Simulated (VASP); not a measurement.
A run of VASP 6.6.1 is set up as follows.

File INCAR:

```
PREC = Accurate ; ENCUT = 520
EDIFF = 1E-6 ; ISMEAR = 0
SIGMA = 0.05 ; LREAL = False
LASPH = True ; NELM = 100
ALGO = Normal ; ISIF = 2
LWAVE = False ; LCHARG = False
LDIPOL = True ; IDIPOL = 3
DIPOL = 0.5 0.5 0.500 ; GGA = PE
IBRION = 2 ; NSW = 40
EDIFFG = -0.01
```

Contents of KPOINTS:

```
Automatic mesh
0
Gamma
  7 7 1
```

Contents of POSCAR:

```
Bi
1.0
    4.5390002997      0.0000000000      0.0000000000
   -2.2695001498      3.9308895674      0.0000000000
    0.0000000000      0.0000000000     26.8290000000
Bi
3
Selective dynamics
Direct
    0.3333333333      0.6666666666      0.2795482500  F F F
    0.6666666667      0.3333333334      0.5000000000  T T T
    0.3333333333      0.6666666666      0.7204517500  T T T
```

Potentials or basis: VASP PAW PBE potentials, release 64 (Bi_d).

Run with:

```console
$ cat potpaw_PBE.64/Bi_d/POTCAR > POTCAR
$ mpirun -np 1 vasp_std > vasp.out
```

(1) Predict the energy gained by relaxing.

(2) What does it give for the band gap on the k mesh?

Answers

(1) 1412.3 meV/atom.

(2) none (metal or under the smearing width).

Caveat: spin-orbit coupling is left out, which moves the levels of the heavy elements.
